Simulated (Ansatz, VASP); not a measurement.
**Two plane-wave programs on Fe**

Contents of INCAR:

```
  PREC = Accurate
  ENCUT = 520
  EDIFF = 1E-6
  ISMEAR = 0
  SIGMA = 0.15
  LREAL = F
  LASPH = T
  NELM = 150
  ALGO = Normal
  ISIF = 2
  LWAVE = F
  LCHARG = F
  ISPIN = 2
  MAGMOM = 2.44
  LORBIT = 11
  LMAXMIX = 4
  GGA = PE
  NBANDS = 14
```

File KPOINTS:

```
regular mesh
0
Gamma
  10 10 10
```

File POSCAR:

```
Fe
1.0
   -1.4677340298      1.4157750842      1.3496583878
    1.4677340298     -1.4157750842      1.3496583878
    1.4677340298      1.4157750842     -1.3496583878
Fe
1
Direct
    0.0000000000      0.0000000000      0.0000000000
```

Input for Ansatz:

```yaml
crystal:
  lattice:
    - [-1.4677340298, 1.4157750842, 1.3496583878]
    - [1.4677340298, -1.4157750842, 1.3496583878]
    - [1.4677340298, 1.4157750842, -1.3496583878]
  atoms:
    - { symbol: Fe, position: [0.0, 0.0, 0.0], spin: 2.44 }
basis:
  ecutwfc: 520.0
kpoints:
  mp_grid: { grid: [10, 10, 10] }
hamiltonian:
  xc: pbe
scf:
  occupations: { method: gaussian, width: 0.15 }
output:
  forces: true
  stress: true
  eigenvalues: true
  populations: true
magnetization:
  spin_polarized: true
```

Change from the starting cell: normal strain along x +0.0367, normal strain along z -0.0467.

Alike in both runs: task single point; functional PBE; k mesh 10 × 10 × 10; occupations gaussian, width 0.15 eV; collinear spin.

```csv
,VASP,Ansatz
version,VASP 6.6.1,Ansatz 0.2.0
potentials or method,"VASP PAW PBE potentials, release 64 (Fe)","scalar-relativistic, plane waves, PAW"
plane-wave cutoff (eV),520,520
valence electrons in the cell,8,16
```

```tsv
	VASP	Ansatz	Ansatz less VASP
gap on the k mesh at the Fermi level (eV)	none	none	-
pressure (GPa)	2.5	2.6	+0.08
largest component of the traceless stress (GPa)	7.66	7.85	+0.190
net moment per atom (μB)	2.16	2.14	-0.019
size of the moment on the site where the two differ most (μB)	2.15	2.18	+0.032
```

Site moments also hang on the region over which each program counts them. A gap of «none» marks a metal or a gap that the smearing closes. The two sets of potentials don't hold the same shells in valence.
